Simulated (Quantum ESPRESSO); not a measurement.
Runs of Quantum ESPRESSO 7.5 on P. The structure is orthorhombic, space group Cmce (No. 64). The conventional cell has a = 3.295 Å, b = 10.930 Å, c = 4.544 Å, α = 90.00°, β = 90.00°, γ = 90.00°. P (site symmetry m) has 3 P at 2.20 to 2.25 Å as nearest neighbours. 

| task | level | potentials or basis | cell | k mesh | cutoff (eV) | smearing | form of the LDA correlation | most ionic steps | forc conv thr | etot conv thr | ion dynamics | gap on the mesh (eV) | pressure (GPa) | largest force (eV/Å) |
| --- | --- | --- | --- | --- | --- | --- | --- | --- | --- | --- | --- | --- | --- | --- |
| band structure | PBEsol | PseudoDojo 0.4.1 SR PBEsol standard | as given | 8 × 8 × 6 | 599 | fermi-dirac 0.05 eV | - | - | - | - | - | - | -0.6 | (a) |
| single point | PBE | SSSP 1.3 efficiency PBE | as given | 8 × 8 × 6 | 748 | fermi-dirac 0.05 eV | - | - | - | - | - | 0.10 | 2.1 | 0.35 |
| phonons | PBE+D2 | PseudoDojo 0.4.1 SR PBE standard | relaxed | 7 × 7 × 5 | 599 | cold 0.136 eV | - | - | - | - | - | none | 0.0 | - |
| phonons | WC | PseudoDojo 0.4.1 SR PBE standard | relaxed | 7 × 7 × 5 | 599 | cold 0.2 eV | - | - | - | - | - | none | 0.0 | - |
| relaxation of the atoms | LDA | GBRV 1.5 LDA | atoms relaxed | 8 × 8 × 6 | 612 | fermi-dirac 0.025 eV | PZ81 | 40 | 0.0004 Ry/bohr | 1e-05 Ry | bfgs | 0.06 | - | - |
| band structure | PBE | PseudoDojo 0.4.1 SR PBE standard | as given | 8 × 8 × 6 | 599 | fermi-dirac 0.05 eV | - | - | - | - | - | (b) | 2.1 | 0.35 |
| phonons | PBE | PseudoDojo 0.4.1 SR PBE standard | relaxed | 7 × 7 × 5 | 599 | cold 0.272 eV | - | - | - | - | - | 0.29 | 0.0 | 0.01 |
| Wannier functions | LDA | PseudoDojo 0.4.1 SR LDA standard | as given | 6 × 6 × 4 | 653 | fermi-dirac 0.05 eV | PW92 | - | - | - | - | none | -2.2 | (c) |

Alike in all rows: no spin polarisation.

Problem. Estimate the missing entries.

Solution. (a) 0.30; (b) 0.09; (c) 0.19.

Caveats: the mesh is thin for the phonons of a metal (some runs); the layers were relaxed without a dispersion term, so their spacing and the soft interlayer modes are unreliable (some runs); pairwise dispersion overbinds metals, which lowers pressure and volume (some runs); the potentials were made for another functional, which shifts forces and pressure (some runs); some levels on the path didn't converge (some runs); this smearing can shift energies of a crystal with a gap (some runs); on a mesh that holds Γ this program's dielectric tensor can be off by some percent beyond the error of the mesh (some runs).

A k mesh can miss the band edges.

A gap of «none» marks a metal or a gap under the smearing width.

Not every run made on this cell is shown here.
